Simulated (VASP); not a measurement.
Write the native input for VASP 6.6.1 that does the following.

```yaml
Task: relaxation of cell and atoms
Functional: PBE
Potentials_or_basis: VASP PAW PBE potentials, release 64 (Mg)
Cutoff: 600 eV
k_mesh: 15 × 15 × 8
Occupations: gaussian, width 0.1 eV
Spin: no spin polarisation
Further_INCAR_settings: ALGO = Fast; EDIFF = 1e-07; IBRION = 2; EDIFFG = -0.004; NSW = 80; ISIF = 3
```

The structure of Mg lies in POSCAR:

```
Mg
1.0
    3.2093000000      0.0000000000      0.0000000000
   -1.6046500000      2.7793353300      0.0000000000
    0.0000000000      0.0000000000      5.2103000000
Mg
2
Direct
    0.3333333300      0.6666666700      0.2500000000
    0.6666666700      0.3333333300      0.7500000000
```

One way to write it, as run:

INCAR

```
SYSTEM = Mg
ALGO = Fast ; EDIFF = 1E-7
EDIFFG = -0.004 ; ENCUT = 600
GGA = PE ; IBRION = 2
ISIF = 3 ; ISMEAR = 0
LASPH = .True. ; LCHARG = .False.
LREAL = .False. ; LWAVE = .False.
NELM = 100 ; NSW = 80
PREC = Accurate ; SIGMA = 0.1
```

KPOINTS

```
k-points
0
Gamma
  15 15 8
  0 0 0
```

Potentials or basis: VASP PAW PBE potentials, release 64 (Mg).

Launch:

```sh
$ cat potpaw_PBE.64/Mg/POTCAR > POTCAR
$ mpirun -np 1 vasp_std > vasp.out
```

It gave:

* Relaxed volume: 22.85 Å³/atom
* Relaxed cell: a = 3.206 Å, b = 3.206 Å, c = 5.133 Å, α = 90.00°, β = 90.00°, γ = 120.00°
* Space group after relaxing (to 0.05 Å): P6_3/mmc (No. 194)
* Energy gained by relaxing: 1.2 meV/atom
* Ionic steps: 6
* Pressure after relaxing: 0.0 GPa
* Band gap on the k mesh: none (metal or under the smearing width)

Wall time 45 s on 1 thread of Intel(R) Xeon(R) 6975P-C (Granite Rapids), with other jobs on the host, peak memory 0.22 GiB.
